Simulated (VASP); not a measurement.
SnS2 (Berndtite-2T): relaxation of cell and atoms with PBEsol

The system is SnS2 (Berndtite-2T).

```
Sn S
1.0
     3.65075    0.00000    0.00000
    -1.82537    3.16164    0.00000
     0.00000    0.00000    6.05956
Sn S
1 2
Direct
  0.00000 0.00000 0.00000
  0.33333 0.66667 0.24320
  0.66667 0.33333 0.75680
```

| Quantity | Value |
| --- | --- |
| Program | VASP 6.6.1 |
| Task | relaxation of cell and atoms |
| Functional | PBEsol |
| Potentials or basis | VASP PAW PBE potentials, release 64 (Sn_d, S) |
| Cutoff | 600 eV |
| k mesh | 9 × 9 × 5 |
| Occupations | gaussian, width 0.03 eV |
| Spin | no spin polarisation |
| Further INCAR settings | ALGO = Normal; EDIFF = 1e-07; IBRION = 2; EDIFFG = -0.005; NSW = 90; ISIF = 3 |

```
Pressure after relaxing      : 0.0 GPa
Largest force after relaxing : 0.003 eV/Å
Band gap on the k mesh       : 1.46 eV, indirect (least direct gap 1.82 eV)
```

Forces on the atoms (eV/Å):
```
Sn   0.000  0.000  0.000
S    0.000  0.000  0.003
S    0.000  0.000 -0.003
```

Final structure:
```
CELL_PARAMETERS angstrom
3.65075 0.00000 0.00000
-1.82537 3.16164 0.00000
0.00000 0.00000 6.05956
ATOMIC_POSITIONS crystal
Sn 0.00000 0.00000 0.00000
S 0.33333 0.66667 0.24320
S 0.66667 0.33333 0.75680
```

Levels at points of the mesh, in eV from the valence-band top:
```csv
k point,band 10,band 11,band 12,band 13,band 14,band 15,band 16,band 17
"(0.00, 0.00, 0.00)",-0.52,-0.21,-0.21,-0.05,1.98,3.66,5.45,5.45
```

Run time: 64 s on 1 thread of Intel(R) Xeon(R) Platinum 8488C (Sapphire Rapids), on a shared host, peak memory 0.23 GiB.

Caveat: the relaxation stopped at its first step, so nothing moved; the PAW data sets were made with another functional, which shifts forces and pressure a little; spin-orbit coupling is left out, which moves the levels of the heavy elements; an odd mesh through Γ misses points on the zone boundary, where band edges often lie; this functional lacks dispersion, which binds the layers, so the pressure and a relaxed spacing across them are unreliable.
